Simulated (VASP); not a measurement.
A run of VASP 6.6.1:

POSCAR

```
BeTe
1.0
    0.0000000000      2.6832298771      2.6832298771
    2.6832298771      0.0000000000      2.6832298771
    2.6832298771      2.6832298771      0.0000000000
Be Te
1 1
Direct
    0.0000000000      0.0000000000      0.0000000000
    0.5000000000      0.5000000000      0.5000000000
```

File INCAR.step1:

```
SYSTEM = BeTe
PREC = Accurate
ENCUT = 520
ISMEAR = -1
SIGMA = 0.02
LREAL = .False.
LASPH = .True.
NELM = 100
NBANDS = 11
GGA = PE
ALGO = Normal
EDIFF = 1E-4
LWAVE = .True.
LCHARG = .False.
```

INCAR.step2

```
SYSTEM = BeTe
PREC = Accurate
ENCUT = 520
EDIFF = 1E-6
ISMEAR = -1
SIGMA = 0.02
LREAL = .False.
LASPH = .True.
NELM = 100
ALGO = Normal
ISIF = 2
LWAVE = .False.
LCHARG = .False.
METAGGA = R2SCAN
LMIXTAU = .True.
NBANDS = 11
ISTART = 1
```

KPOINTS

```
Automatic mesh
0
Gamma
  6 6 6
  0 0 0
```

Potentials or basis: VASP PAW PBE potentials, release 64 (Be, Te).

Command:

```bash
$ cat potpaw_PBE.64/Be/POTCAR potpaw_PBE.64/Te/POTCAR > POTCAR
$ cp INCAR.step1 INCAR
$ mpirun -np 1 vasp_std > vasp.out
$ cp INCAR.step2 INCAR
$ mpirun -np 1 vasp_std > vasp.out
```

Hardware: 1 thread of Intel(R) Xeon(R) Platinum 8488C (Sapphire Rapids), on a shared host.

Question: How long does it take, and how much memory?

Answer: It took 30 s on 1 thread of Intel(R) Xeon(R) Platinum 8488C (Sapphire Rapids) (shared host), peak memory 0.16 GiB. Counts: scf iterations 10, k points 16.
